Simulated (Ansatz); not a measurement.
`c1c[nH]cn1`. Charge 0, multiplicity 1. Geometry: relaxed with PBE0-D4/def2-TZVP.

```xyz
9

C     0.402    0.962    0.654
C     0.588    0.514   -0.622
N    -0.156   -0.631   -0.709
C    -0.748   -0.821    0.495
N    -0.432    0.124    1.340
H     0.822    1.843    1.114
H     1.164    0.892   -1.450
H    -0.245   -1.221   -1.517
H    -1.396   -1.661    0.696
```

**Question.** What is the dipole moment at PBE/def2-TZVPP? (Estimate.)

**Answer.** The calculation gave: 3.67 D, with components (0.38, -1.37, -3.38) D in this frame, pointing from negative to positive charge.

**Question.** And with r2SCAN, B3LYP, ωB97M-V? (Best estimate.)

**Answer.** Ansatz gave: r2SCAN 3.73 D, B3LYP 3.74 D, ωB97M-V 3.79 D.

**Question.** Give the Mulliken charges with PBE, r2SCAN, ωB97M-V in def2-TZVPP. (An estimate is asked.)

**Answer.** The calculation gave: 
```
atom    PBE  r2SCAN  ωB97M-V
  C1  -0.13   -0.06    -0.11
  C2  -0.10   -0.06    -0.07
  N3  -0.09   -0.15    -0.12
  C4   0.00    0.12     0.06
  N5  -0.22   -0.35    -0.29
  H6   0.12    0.10     0.12
  H7   0.13    0.12     0.14
  H8   0.17    0.17     0.13
  H9   0.12    0.11     0.14
```

B3LYP here is the variant with VWN-RPA as its local correlation; programs differ in this.
